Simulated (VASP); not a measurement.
# TiC3 (Pmma) in VASP: relaxation of cell and atoms with PBE

Aim: the relaxation of cell and atoms of TiC3 with PBE.

Everything below comes from runs of VASP 6.6.1. Logs are shortened: lines on timing, memory, paths and dates and some standing lists are left out, and cuts for length are marked.

### 1 Starting point

The structure is orthorhombic, space group Pmma (No. 51). Conventional cell: a = 4.730 Å, b = 4.260 Å, c = 8.951 Å, α = 90.00°, β = 90.00°, γ = 90.00°. Ti (site symmetry mm2) has 3 C at 2.03 to 2.13 Å as nearest neighbours. Ti (site symmetry mm2) has 3 C at 2.04 to 2.13 Å as nearest neighbours. C (site symmetry 2) has 3 C at 1.39 to 1.40 Å as nearest neighbours. C (site symmetry m) is surrounded by 3 C at 1.39 to 1.41 Å. C (site symmetry mm2) has 3 Ti at 2.04 to 2.13 Å as nearest neighbours. Around C (site symmetry mm2) lie 3 Ti at 2.03 to 2.13 Å.

The cell was built by a generator and needn't be a form met in nature.

### 2 Relaxation of cell and atoms, PBE

Input file INCAR:

```
SYSTEM = TiC3
ALGO     = Normal         ! electronic algorithm
EDIFF    = 1E-6           ! SCF threshold, eV
EDIFFG   = -0.01          ! ionic threshold
ENCUT    = 520            ! plane-wave cutoff, eV
GGA      = PE             ! functional
IBRION   = 2              ! ionic algorithm
ISIF     = 3              ! what is computed and relaxed
ISMEAR   = 0              ! smearing method
KPAR     = 8            
LASPH    = .True.         ! aspherical terms in the spheres
LCHARG   = .False.        ! write CHGCAR
LREAL    = .False.        ! projectors in reciprocal space
LWAVE    = .False.        ! write WAVECAR
NELM     = 120            ! most SCF steps
NSW      = 90             ! ionic steps
PREC     = Accurate       ! precision mode
SIGMA    = 0.1            ! smearing width, eV
```

Input file KPOINTS:

```
k-points
0
Gamma
  6 8 4
  0 0 0
```

Input file POSCAR:

```
TiC3
1.0
    4.7300000000      0.0000000000      0.0000000000
    0.0000000000      4.2600000000      0.0000000000
    0.0000000000      0.0000000000      8.9510000000
Ti C
4 12
Direct
    0.2500000000      0.0000000000      0.8891185300
    0.2500000000      0.5000000000      0.1115517800
    0.7500000000      0.0000000000      0.1108814700
    0.7500000000      0.5000000000      0.8884482200
    0.5000000000      0.1647887300      0.5000000000
    0.2500000000      0.3342723000      0.4932968400
    0.0000000000      0.1647887300      0.5000000000
    0.7500000000      0.3342723000      0.5067031600
    0.5000000000      0.8352112700      0.5000000000
    0.2500000000      0.6657277000      0.4932968400
    0.7500000000      0.6657277000      0.5067031600
    0.0000000000      0.8352112700      0.5000000000
    0.2500000000      0.5000000000      0.8830856900
    0.2500000000      0.0000000000      0.1163557100
    0.7500000000      0.5000000000      0.1169143100
    0.7500000000      0.0000000000      0.8836442900
```

Potentials or basis: VASP PAW PBE potentials, release 64 (Ti_sv, C).

Command:

```console
cat potpaw_PBE.64/Ti_sv/POTCAR potpaw_PBE.64/C/POTCAR > POTCAR
mpirun -np 8 vasp_std > vasp.out
```

OUTCAR:

```text
SYSTEM = TiC3
   EDIFF = 1E-6
   EDIFFG = -0.01
   ENCUT = 520
   GGA = PE
   IBRION = 2
   ISIF = 3
   ISMEAR = 0
   LASPH = .True.
   LREAL = .False.
   NELM = 120
   NSW = 90
   PREC = Accurate

 ion  position               nearest neighbor table
   1  0.250  0.000  0.889-  14 2.03  13 2.13  13 2.13  16 2.37  16 2.37   2 2.92   2 2.92
   2  0.250  0.500  0.112-  13 2.04  14 2.13  14 2.13  15 2.37  15 2.37   1 2.92   1 2.92
   3  0.750  0.000  0.111-  16 2.03  15 2.13  15 2.13  14 2.37  14 2.37   4 2.92   4 2.92
   4  0.750  0.500  0.888-  15 2.04  16 2.13  16 2.13  13 2.37  13 2.37   3 2.92   3 2.92
   5  0.500  0.165  0.500-   6 1.39   8 1.39   9 1.40
   6  0.250  0.334  0.493-   5 1.39   7 1.39  10 1.41
   7  0.000  0.165  0.500-   6 1.39   8 1.39  12 1.40
   8  0.750  0.334  0.507-   5 1.39   7 1.39  11 1.41
   9  0.500  0.835  0.500-  10 1.39  11 1.39   5 1.40
  10  0.250  0.666  0.493-   9 1.39  12 1.39   6 1.41
  11  0.750  0.666  0.507-   9 1.39  12 1.39   8 1.41
  12  0.000  0.835  0.500-  10 1.39  11 1.39   7 1.40
  13  0.250  0.500  0.883-   2 2.04   1 2.13   1 2.13   4 2.37   4 2.37
  14  0.250  0.000  0.116-   1 2.03   2 2.13   2 2.13   3 2.37   3 2.37
  15  0.750  0.500  0.117-   4 2.04   3 2.13   3 2.13   2 2.37   2 2.37
  16  0.750  0.000  0.884-   3 2.03   4 2.13   4 2.13   1 2.37   1 2.37

  LATTYP: Found a simple orthorhombic cell.
 ALAT       =     4.2600000000
 B/A-ratio  =     1.1103286385
 C/A-ratio  =     2.1011737089

  Lattice vectors:

 A1 = (   0.0000000000,  -4.2600000000,   0.0000000000)
 A2 = (   4.7300000000,   0.0000000000,   0.0000000000)
 A3 = (   0.0000000000,   0.0000000000,   8.9510000000)

Analysis of symmetry for initial positions (statically):
=====================================================================
 Subroutine PRICEL returns:
 Original cell was already a primitive cell.

 Routine SETGRP: Setting up the symmetry group for a
 simple orthorhombic supercell.

 Subroutine GETGRP returns: Found  8 space group operations
 (whereof  4 operations were pure point group operations)
 out of a pool of  8 trial point group operations.

The static configuration has the point symmetry C_2h.
 The point group associated with its full space group is D_2h.

Analysis of symmetry for dynamics (positions and initial velocities):
=====================================================================
 Subroutine PRICEL returns:
 Original cell was already a primitive cell.

 Routine SETGRP: Setting up the symmetry group for a
 simple orthorhombic supercell.

 Subroutine GETGRP returns: Found  8 space group operations
 (whereof  4 operations were pure point group operations)
 out of a pool of  8 trial point group operations.

The dynamic configuration has the point symmetry C_2h.
 The point group associated with its full space group is D_2h.

 Subroutine INISYM returns: Found  8 space group operations
 (whereof  4 operations are pure point group operations),
[... 148 lines left out ...]
   LORBIT       =      0    0 simple, 1 ext, 2 COOP (PROOUT), +10 PAW based schemes
   GGA     = PE    functional components
   LHFCALC =     F    Hartree Fock is set to
   AEXX    =    0.0000 exact exchange contribution
   IVDW    =     0    specifies the selected vdW correction
   LEPSILON=     F    determine dielectric tensor
   LRPA    =     F    only Hartree local field effects (RPA)
 conjugate gradient relaxation of ions
 non-spin polarized calculation
 Gauss-broadening in eV      SIGMA  =   0.10
  energy-cutoff  :      520.00
  volume of cell :      180.36
 maximum number of plane-waves:      4888
 NGX is ok and might be reduce to    36
   NGX = 17   NGY = 15   NGZ = 33

--------------------------------------- Ionic step        1  -------------------------------------------

 number of electron      95.9999972 magnetization

 Free energy of the ion-electron system (eV)
  ---------------------------------------------------
  ext. energy  EPLUGINS =         0.00000000
  ---------------------------------------------------
  free energy    TOTEN  =      -142.74799027 eV

  energy without entropy =     -142.74284674  energy(sigma->0) =     -142.74541851

------------------------ aborting loop because EDIFF is reached ----------------------------------------

  FORCE on cell =-STRESS in cart. coord.  units (eV):
  Direction    XX          YY          ZZ          XY          YZ          ZX
  --------------------------------------------------------------------------------------
  -------------------------------------------------------------------------------------
  Total       -0.1740335      0.4920323      0.9228871      0.0000000      0.0000000      0.0000000
  in kB       -1.5459701      4.3708096      8.1981689      0.0000000      0.0000000      0.0000000
  external PRESSURE =       3.6743362 kB  Pullay stress =       0.0000000 kB
[... 131 lines left out ...]
  FREE ENERGIE OF THE ION-ELECTRON SYSTEM (eV)
  ---------------------------------------------------
  free  energy   TOTEN  =      -142.7522497333 eV

  energy  without entropy=     -142.7469614031  energy(sigma->0) =     -142.74960557

 E-fermi :   4.9554     XC(G=0): -10.0208

 val. band max:        4.9131797490   @ k =   0.1667   0.0000   0.5000
 cond. band min:       4.9598329612   @ k =   0.3333   0.0000   0.5000
 fundamental gap:      0.0466532122
 Fermi energy:         4.9554399793

 k-point     1 :       0.0000    0.0000    0.0000
  band No.  band energies     occupation
      1     -51.9189      2.00000
      2     -51.8697      2.00000
      3     -51.8531      2.00000
      4     -51.8466      2.00000
      5     -28.3875      2.00000
      6     -28.3047      2.00000
[... 1429 lines left out ...]
     56       7.3197      0.00000
     57       7.3449      0.00000

 [... further k-points ...]

[... ionic steps 4 to 31 ...]

--------------------------------------- Ionic step       32  -------------------------------------------

 number of electron      95.9999976 magnetization

------------------------ aborting loop because EDIFF is reached ----------------------------------------
[... 95 lines left out ...]
--------------------------------------- Ionic step       34  -------------------------------------------

 number of electron      95.9999975 magnetization

 Free energy of the ion-electron system (eV)
  ---------------------------------------------------
  ext. energy  EPLUGINS =         0.00000000
  ---------------------------------------------------
  free energy    TOTEN  =      -142.83359833 eV

  energy without entropy =     -142.82569253  energy(sigma->0) =     -142.82964543

 E-fermi :   4.8548     XC(G=0):  -9.9417

 val. band max:        4.8173523793   @ k =   0.1667   0.0000   0.5000
 cond. band min:       4.8648361644   @ k =   0.3333   0.0000   0.5000
 fundamental gap:      0.0474837851
 Fermi energy:         4.8548081435

 k-point     1 :       0.0000    0.0000    0.0000
  band No.  band energies     occupation
      1     -52.0216      2.00000
      2     -51.9727      2.00000
      3     -51.9563      2.00000
      4     -51.9497      2.00000
      5     -28.4893      2.00000
      6     -28.4090      2.00000
[... 1474 lines left out ...]
  FREE ENERGIE OF THE ION-ELECTRON SYSTEM (eV)
  ---------------------------------------------------
  free  energy   TOTEN  =      -142.8335983300 eV

  energy  without entropy=     -142.8256925339  energy(sigma->0) =     -142.82964543

 reached required accuracy - stopping structural energy minimisation
```

OSZICAR:

```text
N       E                     dE             d eps       ncg     rms          rms(c)
DAV:   1     0.125689345757E+04    0.12569E+04   -0.46587E+04  6840   0.184E+03
DAV:   2     0.660913070837E+02   -0.11908E+04   -0.11495E+04  7083   0.560E+02
DAV:   3    -0.153038032461E+03   -0.21913E+03   -0.21190E+03 10379   0.204E+02
[... 350 lines left out ...]
       N       E                     dE             d eps       ncg     rms          rms(c)
DAV:   1    -0.142833583861E+03   -0.11455E-04   -0.15939E-03  7828   0.423E-01    0.298E-02
DAV:   2    -0.142833600111E+03   -0.16250E-04   -0.34203E-04  7911   0.101E-01    0.153E-02
DAV:   3    -0.142833598586E+03    0.15252E-05   -0.26929E-05  9682   0.441E-02    0.879E-03
DAV:   4    -0.142833598330E+03    0.25585E-06   -0.85999E-06  8708   0.301E-02
  34 F= -.14283360E+03 E0= -.14282965E+03  d E =-.263664E-04
```

Run time: 28 min. Hardware: 8 MPI ranks of Intel Xeon Platinum 8559C (Emerald Rapids), shared host; peak memory 0.64 GiB.

What came out:

```yaml
Free_energy: -142.8336 eV
Relaxed_volume: 12.33 Å³/atom
Relaxed_cell: a = 4.730 Å, b = 4.265 Å, c = 9.776 Å, α = 90.00°, β = 90.00°, γ = 90.00°
Space_group_after_relaxing_to_0.05_Å: Pmma (No. 51)
Energy_gained_by_relaxing: 5.4 meV/atom
Ionic_steps: 34
Pressure_after_relaxing: -0.1 GPa
Largest_force_after_relaxing: 0.008 eV/Å
Band_gap_on_the_k_mesh: none (metal or under the smearing width)
```

Forces on the atoms (eV/Å):
```
Ti   0.000  0.000 -0.006
Ti   0.000  0.000 -0.008
Ti   0.000  0.000  0.006
Ti   0.000  0.000  0.008
C    0.000 -0.001  0.000
C    0.000  0.002  0.002
C    0.000 -0.001  0.000
C    0.000  0.002 -0.002
C    0.000  0.001  0.000
C    0.000 -0.002  0.002
C    0.000 -0.002 -0.002
C    0.000  0.001  0.000
C    0.000  0.000  0.003
C    0.000  0.000  0.001
C    0.000  0.000 -0.003
C    0.000  0.000 -0.001
```

The path:
```
step  energy change (eV)  largest force (eV/Å)  pressure (GPa)  volume (Å³)
   1              0.0000                0.2180            0.37       180.36
   2              0.0048                0.7953            0.21       181.04
   3             -0.0043                0.2032            0.29       180.63
   4             -0.0125                0.2624            0.17       181.32
   5             -0.0160                0.5380            0.04       182.11
   6             -0.0188                0.4783            0.06       182.30
   7             -0.0256                0.3015            0.10       182.86
   8             -0.0323                0.1788            0.14       183.99
   9             -0.0326                0.1872            0.17       184.27
  10             -0.0359                0.1771            0.25       184.57
  11             -0.0438                0.1712            0.47       185.46
  12             -0.0508                0.1648            0.95       187.25
  13             -0.0584                0.1029            0.43       188.57
  14             -0.0646                0.1977           -0.62       191.37
  15             -0.0701                0.1803           -0.37       192.53
  16             -0.0702                0.2218           -0.33       192.74
  17             -0.0730                0.1454            0.49       193.45
  18             -0.0735                0.1178            0.23       193.25
  19             -0.0761                0.1064            0.26       193.67
  20             -0.0811                0.1548            0.31       194.91
  21             -0.0794                0.4748            0.39       197.39
  22             -0.0824                0.2779            0.34       195.88
  23             -0.0837                0.1939            0.28       196.19
  24             -0.0852                0.0570            0.08       197.12
  25             -0.0853                0.0568            0.08       197.03
  26             -0.0852                0.0592            0.13       196.86
  27             -0.0853                0.0574            0.13       196.98
  28             -0.0853                0.0570            0.11       197.01
  29             -0.0854                0.0489            0.07       197.06
  30             -0.0855                0.0432            0.02       197.13
  31             -0.0855                0.0345           -0.02       197.16
  32             -0.0856                0.0175           -0.06       197.23
  33             -0.0856                0.0155           -0.07       197.24
  34             -0.0856                0.0082           -0.05       197.22
```

Final structure:
```
CELL_PARAMETERS angstrom
4.72984 0.00000 0.00000
0.00000 4.26523 0.00000
0.00000 0.00000 9.77577
ATOMIC_POSITIONS crystal
Ti 0.25000 0.00000 0.89867
Ti 0.25000 0.50000 0.10158
Ti 0.75000 0.00000 0.10133
Ti 0.75000 0.50000 0.89842
C 0.50000 0.16549 0.50000
C 0.25000 0.33450 0.49873
C 0.00000 0.16549 0.50000
C 0.75000 0.33450 0.50127
C 0.50000 0.83451 0.50000
C 0.25000 0.66550 0.49873
C 0.75000 0.66550 0.50127
C 0.00000 0.83451 0.50000
C 0.25000 0.50000 0.89372
C 0.25000 0.00000 0.10618
C 0.75000 0.50000 0.10628
C 0.75000 0.00000 0.89382
```

Levels at points of the mesh, in eV from the Fermi level:
| k point | band 45 | band 46 | band 47 | band 48 | band 49 | band 50 | band 51 | band 52 |
| --- | --- | --- | --- | --- | --- | --- | --- | --- |
| (0.00, 0.00, 0.00) | -0.68 | -0.43 | -0.27 | 0.06 | 0.28 | 0.48 | 0.55 | 0.68 |
| (0.50, 0.00, 0.00) | -1.20 | -1.20 | -0.75 | -0.75 | 0.57 | 0.57 | 0.88 | 0.88 |
| (0.00, 0.50, 0.00) | -1.57 | -1.54 | -1.54 | -1.54 | 0.70 | 0.70 | 1.35 | 1.44 |
| (0.50, 0.50, 0.00) | -2.02 | -2.02 | -2.01 | -2.01 | 1.88 | 1.88 | 1.88 | 1.88 |
| (0.00, 0.00, 0.50) | -0.74 | -0.43 | -0.27 | 0.10 | 0.31 | 0.48 | 0.55 | 0.68 |
| (0.50, 0.00, 0.50) | -1.27 | -1.27 | -0.79 | -0.79 | 0.59 | 0.59 | 0.90 | 0.90 |
| (0.00, 0.50, 0.50) | -1.60 | -1.60 | -1.57 | -1.56 | 0.64 | 0.72 | 1.50 | 1.55 |
| (0.50, 0.50, 0.50) | -2.02 | -2.02 | -2.02 | -2.02 | 1.91 | 1.91 | 1.91 | 1.91 |

Caveat: this functional lacks dispersion, which binds the layers, so the pressure and a relaxed spacing across them are unreliable.
